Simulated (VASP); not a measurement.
Write the native input for VASP 6.6.1 that does the following.

- Task: band structure
- Functional: PBE
- Potentials or basis: VASP PAW PBE potentials, release 64 (Ta_pv, S)
- Cutoff: 520 eV
- k mesh: 9 × 9 × 5
- Occupations: fermi-dirac, width 0.05 eV
- Spin: no spin polarisation
- Further INCAR settings: ALGO = Normal; EDIFF = 1e-06; NBANDS = 18

TaS2:

```
Ta S
1.0
     3.35000    0.00000    0.00000
    -1.67500    2.90119    0.00000
     0.00000    0.00000    5.86000
Ta S
1 2
Direct
  0.00000 0.00000 0.00000
  0.66667 0.33333 0.75000
  0.33333 0.66667 0.25000
```

These files were run (other wordings do the same):

POSCAR

```
TaS2
1.0
    3.3500000000      0.0000000000      0.0000000000
   -1.6750000000      2.9011851027      0.0000000000
    0.0000000000      0.0000000000      5.8600000000
Ta S
1 2
Direct
    0.0000000000      0.0000000000      0.0000000000
    0.6666666667      0.3333333333      0.7500000000
    0.3333333333      0.6666666667      0.2500000000
```

INCAR.step1

```
SYSTEM = TaS2
  PREC = Accurate
  ENCUT = 520
  EDIFF = 1E-6
  ISMEAR = -1
  SIGMA = 0.05
  LREAL = .FALSE.
  LASPH = .TRUE.
  NELM = 100
  ALGO = Normal
  ISIF = 2
  LWAVE = .FALSE.
  LCHARG = .TRUE.
  LMAXMIX = 4
  GGA = PE
  NBANDS = 18
```

KPOINTS.step1

```
Automatic mesh
0
G
  9 9 5
  0 0 0
```

INCAR.step2

```
SYSTEM = TaS2
  PREC = Accurate
  ENCUT = 520
  EDIFF = 1E-6
  ISMEAR = 0
  SIGMA = 0.05
  LREAL = .FALSE.
  LASPH = .TRUE.
  NELM = 100
  ALGO = Normal
  ISIF = 2
  LWAVE = .FALSE.
  LCHARG = .FALSE.
  LMAXMIX = 4
  GGA = PE
  NBANDS = 18
  ICHARG = 11
```

KPOINTS.step2

```
path GMKGALHA,LM,KH
10
line-mode
reciprocal
 0.0000000000  0.0000000000  0.0000000000  G
 0.5000000000  0.0000000000  0.0000000000  M

 0.5000000000  0.0000000000  0.0000000000  M
 0.3333333333  0.3333333333  0.0000000000  K

 0.3333333333  0.3333333333  0.0000000000  K
 0.0000000000  0.0000000000  0.0000000000  G

 0.0000000000  0.0000000000  0.0000000000  G
 0.0000000000  0.0000000000  0.5000000000  A

 0.0000000000  0.0000000000  0.5000000000  A
 0.5000000000  0.0000000000  0.5000000000  L

 0.5000000000  0.0000000000  0.5000000000  L
 0.3333333333  0.3333333333  0.5000000000  H

 0.3333333333  0.3333333333  0.5000000000  H
 0.0000000000  0.0000000000  0.5000000000  A

 0.5000000000  0.0000000000  0.5000000000  L
 0.5000000000  0.0000000000  0.0000000000  M

 0.3333333333  0.3333333333  0.0000000000  K
 0.3333333333  0.3333333333  0.5000000000  H
```

Potentials or basis: VASP PAW PBE potentials, release 64 (Ta_pv, S).

Run with:

```console
$ cat potpaw_PBE.64/Ta_pv/POTCAR potpaw_PBE.64/S/POTCAR > POTCAR
$ cp INCAR.step1 INCAR
$ cp KPOINTS.step1 KPOINTS
$ mpirun -np 1 vasp_std > vasp.out
$ cp INCAR.step2 INCAR
$ cp KPOINTS.step2 KPOINTS
$ mpirun -np 1 vasp_std > vasp.out
```

Results of the run:

| Quantity | Value |
| --- | --- |
| Band gap along the path | none (metal or under the smearing width) |

Caveat: the log is that of the step along the path at fixed density, whose energy, stress, charges and moments have no meaning; spin-orbit coupling is left out, which moves the levels of the heavy elements.

Wall time 84 s on 1 thread of Intel(R) Xeon(R) Platinum 8488C (Sapphire Rapids) (shared host), peak memory 0.23 GiB.
